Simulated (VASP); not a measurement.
A run of VASP 6.6.1:

File INCAR:

```
PREC = Accurate ; ENCUT = 520
EDIFF = 1E-7 ; ISMEAR = 0
SIGMA = 0.02 ; LREAL = False
LASPH = True ; NELM = 80
ALGO = Fast ; ISIF = 3
LWAVE = False ; LCHARG = False
GGA = PE ; IBRION = 2
NSW = 80 ; EDIFFG = -0.002
```

File KPOINTS:

```
Automatic mesh
0
Gamma
  9 9 6
```

File POSCAR:

```
CdS                                     
1.0
    4.2038727660     -0.0000000000     -0.0000000000
   -2.1019363830      3.6406606141      0.0000000000
    0.0000000000      0.0000000000      6.8416067486
  Cd              S             
     2     2
Direct
     0.3333333300000021    0.6666666699999979    0.9992266096424737
     0.6666666699999979    0.3333333300000021    0.4992266096424737
     0.3333333300000021    0.6666666699999979    0.3757733903575263
     0.6666666699999979    0.3333333300000021    0.8757733903575263
```

Potentials or basis: VASP PAW PBE potentials, release 64 (Cd, S).

Launch:

```sh
$ cat potpaw_PBE.64/Cd/POTCAR potpaw_PBE.64/S/POTCAR > POTCAR
$ mpirun -np 1 vasp_std > vasp.out
```

Hardware: 1 thread of Intel(R) Xeon(R) Platinum 8259CL CPU @ 2.50GHz (Skylake/Cascade Lake) (shared host).

How long does it take, and how much memory?

Run time: 100 s on 1 thread of Intel(R) Xeon(R) Platinum 8259CL CPU @ 2.50GHz (Skylake/Cascade Lake), with other jobs on the host, peak memory 0.28 GiB. Counts: scf iterations 17, k points 48, ion steps 1.
